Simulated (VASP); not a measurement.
# GaAs in VASP: relaxation of the atoms with PBEsol

Aim: the relaxation of the atoms of GaAs with PBEsol.

Program: VASP 6.6.1. These are calculated values, not measurements. Logs are shortened: lines on timing, memory, paths and dates and some standing lists are left out, and cuts for length are marked.

## (1) Starting point

The cell holds a slab with vacuum, 6 atoms: a = 5.654 Å, b = 3.998 Å, c = 19.998 Å, α = 90.00°, β = 90.00°, γ = 90.00°.

## (2) Relaxation of the atoms, PBEsol

Contents of INCAR:

```
SYSTEM = GaAs
PREC = Accurate
ENCUT = 520
EDIFF = 1E-7
ISMEAR = 0
SIGMA = 0.05
LREAL = .FALSE.
LASPH = .TRUE.
NELM = 100
ALGO = Fast
ISIF = 2
LWAVE = .FALSE.
LCHARG = .FALSE.
LDIPOL = .TRUE.
IDIPOL = 3
DIPOL = 0.5 0.5 0.500
GGA = PS
IBRION = 2
NSW = 100
EDIFFG = -0.015
KPAR = 8
```

Contents of KPOINTS:

```
regular mesh
0
G
  4 6 1
  0 0 0
```

Contents of POSCAR:

```
GaAs
1.0
    5.6537000000      0.0000000000      0.0000000000
    0.0000000000      3.9977696090      0.0000000000
    0.0000000000      0.0000000000     19.9977696090
Ga As
3 3
Direct
    0.5000000000      0.5000000000      0.4000446128
    1.0000000000      1.0000000000      0.5000000000
    0.5000000000      0.5000000000      0.5999553872
    0.7500000000      1.0000000000      0.4000446128
    0.2500000000      0.5000000000      0.5000000000
    0.7500000000      1.0000000000      0.5999553872
```

Potentials or basis: VASP PAW PBE potentials, release 64 (Ga_d, As).

Launch:

```
cat potpaw_PBE.64/Ga_d/POTCAR potpaw_PBE.64/As/POTCAR > POTCAR
mpirun -np 8 vasp_std > vasp.out
```

OUTCAR:

```text
SYSTEM = GaAs
   PREC = Accurate
   ENCUT = 520
   EDIFF = 1E-7
   ISMEAR = 0
   LREAL = .FALSE.
   LASPH = .TRUE.
   NELM = 100
   ISIF = 2
   GGA = PS
   IBRION = 2
   NSW = 100
   EDIFFG = -0.015

 ion  position               nearest neighbor table
   1  0.500  0.500  0.400-   5 2.45   4 2.45   4 2.45
   2  0.000  0.000  0.500-   4 2.45   6 2.45   5 2.45   5 2.45
   3  0.500  0.500  0.600-   5 2.45   6 2.45   6 2.45
   4  0.750  0.000  0.400-   2 2.45   1 2.45   1 2.45
   5  0.250  0.500  0.500-   1 2.45   3 2.45   2 2.45   2 2.45
   6  0.750  0.000  0.600-   2 2.45   3 2.45   3 2.45

  LATTYP: Found a simple orthorhombic cell.
 ALAT       =     3.9977696090
 B/A-ratio  =     1.4142135623
 C/A-ratio  =     5.0022316354

  Lattice vectors:

 A1 = (   0.0000000000,  -3.9977696090,   0.0000000000)
 A2 = (   5.6537000000,   0.0000000000,   0.0000000000)
 A3 = (   0.0000000000,   0.0000000000,  19.9977696090)

Analysis of symmetry for initial positions (statically):
=====================================================================
 Subroutine PRICEL returns:
 Original cell was already a primitive cell.

 Routine SETGRP: Setting up the symmetry group for a
 simple orthorhombic supercell.

 Subroutine GETGRP returns: Found  4 space group operations
 (whereof  4 operations were pure point group operations)
 out of a pool of  8 trial point group operations.

The static configuration has the point symmetry C_2v.

Analysis of symmetry for dynamics (positions and initial velocities):
=====================================================================
 Subroutine PRICEL returns:
 Original cell was already a primitive cell.

 Routine SETGRP: Setting up the symmetry group for a
 simple orthorhombic supercell.

 Subroutine GETGRP returns: Found  4 space group operations
 (whereof  4 operations were pure point group operations)
 out of a pool of  8 trial point group operations.

The dynamic configuration has the point symmetry C_2v.

[... 139 lines left out ...]
  ext. energy  EPLUGINS =         0.00000000
  ---------------------------------------------------
  free energy    TOTEN  =       -23.89865008 eV

  energy without entropy =      -23.89285598  energy(sigma->0) =      -23.89575303

------------------------ aborting loop because EDIFF is reached ----------------------------------------

  FORCE on cell =-STRESS in cart. coord.  units (eV):
  Direction    XX          YY          ZZ          XY          YZ          ZX
  --------------------------------------------------------------------------------------
  -------------------------------------------------------------------------------------
  Total       -2.3528148     -1.7119832      1.9438174      0.0000000      0.0000000      0.0000000
  in kB       -8.3400036     -6.0684531      6.8902340      0.0000000      0.0000000      0.0000000
  external PRESSURE =      -2.5060742 kB  Pullay stress =       0.0000000 kB
[... 101 lines left out ...]
  FREE ENERGIE OF THE ION-ELECTRON SYSTEM (eV)
  ---------------------------------------------------
  free  energy   TOTEN  =       -24.6977516043 eV

  energy  without entropy=      -24.6977516043  energy(sigma->0) =      -24.69775160

[... ionic steps 4 to 13 ...]

--------------------------------------- Ionic step       14  -------------------------------------------

 number of electron      54.0000012 magnetization

------------------------ aborting loop because EDIFF is reached ----------------------------------------
[... 35 lines left out ...]
--------------------------------------- Ionic step       15  -------------------------------------------

 number of electron      54.0000012 magnetization

 dipolmoment           0.000000      0.000000     -0.000000 electrons x Angstroem

------------------------ aborting loop because EDIFF is reached ----------------------------------------

  FORCE on cell =-STRESS in cart. coord.  units (eV):
  Direction    XX          YY          ZZ          XY          YZ          ZX
  --------------------------------------------------------------------------------------
  -------------------------------------------------------------------------------------
  Total       -1.7345143     -2.2421764     -0.0358417      0.0000000      0.0000000      0.0000000
  in kB       -6.1483187     -7.9478248     -0.1270478      0.0000000      0.0000000      0.0000000
  external PRESSURE =      -4.7410638 kB  Pullay stress =       0.0000000 kB
[... 27 lines left out ...]
--------------------------------------- Ionic step       16  -------------------------------------------

 number of electron      54.0000011 magnetization

 dipolmoment           0.000000      0.000000      0.000000 electrons x Angstroem

 Free energy of the ion-electron system (eV)
  ---------------------------------------------------
  ext. energy  EPLUGINS =         0.00000000
  ---------------------------------------------------
  free energy    TOTEN  =       -25.18896391 eV

  energy without entropy =      -25.18848289  energy(sigma->0) =      -25.18872340

 E-fermi :  -2.3207     XC(G=0):  -3.6353

 val. band max:       -2.3836417235   @ k =   0.0000   0.0000   0.0000
 cond. band min:      -2.2576811720   @ k =   0.0000   0.5000   0.0000
 fundamental gap:      0.1259605515
 Fermi energy:        -2.3206614475

 k-point     1 :       0.0000    0.0000    0.0000
  band No.  band energies     occupation
      1     -17.2585      2.00000
      2     -17.2159      2.00000
      3     -17.1992      2.00000
      4     -17.1283      2.00000
      5     -17.1164      2.00000
      6     -17.1035      2.00000
[... 409 lines left out ...]
     31       0.7507      0.00000
     32       1.0346      0.00000

------------------------ aborting loop because EDIFF is reached ----------------------------------------

 vacuum level on the upper side and lower side of the slab       (xc-potential included)        -0.090        -0.090

  FORCE on cell =-STRESS in cart. coord.  units (eV):
  Direction    XX          YY          ZZ          XY          YZ          ZX
  --------------------------------------------------------------------------------------
  -------------------------------------------------------------------------------------
  Total       -1.7199255     -2.2199353     -0.0339557      0.0000000      0.0000000      0.0000000
  in kB       -6.0966061     -7.8689868     -0.1203626      0.0000000      0.0000000      0.0000000
  external PRESSURE =      -4.6953185 kB  Pullay stress =       0.0000000 kB
[... 21 lines left out ...]
  FREE ENERGIE OF THE ION-ELECTRON SYSTEM (eV)
  ---------------------------------------------------
  free  energy   TOTEN  =       -25.1889639096 eV

  energy  without entropy=      -25.1884828935  energy(sigma->0) =      -25.18872340

 reached required accuracy - stopping structural energy minimisation

 vacuum level on the upper side and lower side of the slab         2.521         2.521
```

CONTCAR:

```text
GaAs
   1.00000000000000
     5.6536999999999997    0.0000000000000000    0.0000000000000000
     0.0000000000000000    3.9977696090000001    0.0000000000000000
     0.0000000000000000    0.0000000000000000   19.9977696089999988
  Ga              As
     3     3
Direct
     0.5375434291321622    0.5000000000000000    0.4187902260023107
     0.9512166456000186    0.0000000000000000    0.5000000000000000
     0.5375434291321622    0.5000000000000000    0.5812097739976894
     0.7557531708284776    0.0000000000000000    0.3877081834367453
     0.2121901544787016    0.5000000000000000    0.5000000000000000
     0.7557531708284776    0.0000000000000000    0.6122918165632546

  0.00000000E+00  0.00000000E+00  0.00000000E+00
  0.00000000E+00  0.00000000E+00  0.00000000E+00
  0.00000000E+00  0.00000000E+00  0.00000000E+00
  0.00000000E+00  0.00000000E+00  0.00000000E+00
  0.00000000E+00  0.00000000E+00  0.00000000E+00
  0.00000000E+00  0.00000000E+00  0.00000000E+00
```

Run time: 18 min. Hardware: 8 MPI ranks of Intel Xeon Platinum 8259CL at 2.50GHz (Skylake/Cascade Lake), shared host; peak memory 0.65 GiB.

Results:

```yaml
Free_energy: -25.1890 eV
Energy_gained_by_relaxing: 215.1 meV/atom
Ionic_steps: 16
Largest_force_after_relaxing: 0.005 eV/Å
Band_gap_on_the_k_mesh: 0.13 eV, indirect (least direct gap 0.86 eV)
```

Forces in eV/Å, atoms in the order of the input:
```
Ga   0.000  0.000  0.000
Ga   0.000  0.000  0.000
Ga   0.000  0.000  0.000
As   0.000  0.000  0.005
As   0.000  0.000  0.000
As   0.000  0.000 -0.005
```

Step by step:
```tsv
step	energy change (eV)	largest force (eV/Å)	pressure (GPa)
1	0.0000	1.2911	-0.25
2	-0.3365	1.1115	-0.25
3	-0.7991	1.4530	-0.16
4	-1.0285	1.0788	-0.47
5	-1.1567	0.6706	-0.91
6	-1.2066	0.5271	-0.86
7	-1.2515	0.5564	-0.70
8	-1.2726	0.2157	-0.63
9	-1.2768	0.2319	-0.57
10	-1.2836	0.1573	-0.55
11	-1.2886	0.0917	-0.53
12	-1.2902	0.0243	-0.48
13	-1.2902	0.0262	-0.48
14	-1.2903	0.0162	-0.47
15	-1.2903	0.0155	-0.47
16	-1.2903	0.0054	-0.47
```

Final structure:
```
Ga As
1.0
     5.65370    0.00000    0.00000
     0.00000    3.99777    0.00000
     0.00000    0.00000   19.99777
Ga As
3 3
Cartesian
  3.0391 1.9989 8.3749
  5.3779 0.0000 9.9989
  3.0391 1.9989 11.6229
  4.2728 0.0000 7.7533
  1.1997 1.9989 9.9989
  4.2728 0.0000 12.2445
```

Levels at points of the mesh, in eV from the valence-band top:
```csv
k point,band 25,band 26,band 27,band 28,band 29,band 30
"(0.00, 0.00, 0.00)",-0.96,-0.89,0.00,1.19,1.54,2.50
"(0.50, 0.00, 0.00)",-1.07,-0.85,-0.40,0.69,1.72,2.32
"(0.00, 0.50, 0.00)",-1.58,-1.55,-0.73,0.13,1.77,2.69
"(0.50, 0.50, 0.00)",-1.97,-0.68,-0.65,0.70,2.58,3.06
```

Caveat: the PAW data sets were made with another functional, which shifts forces and pressure a little. A hybrid or GW would open this gap; PBEsol tends to underestimate it.
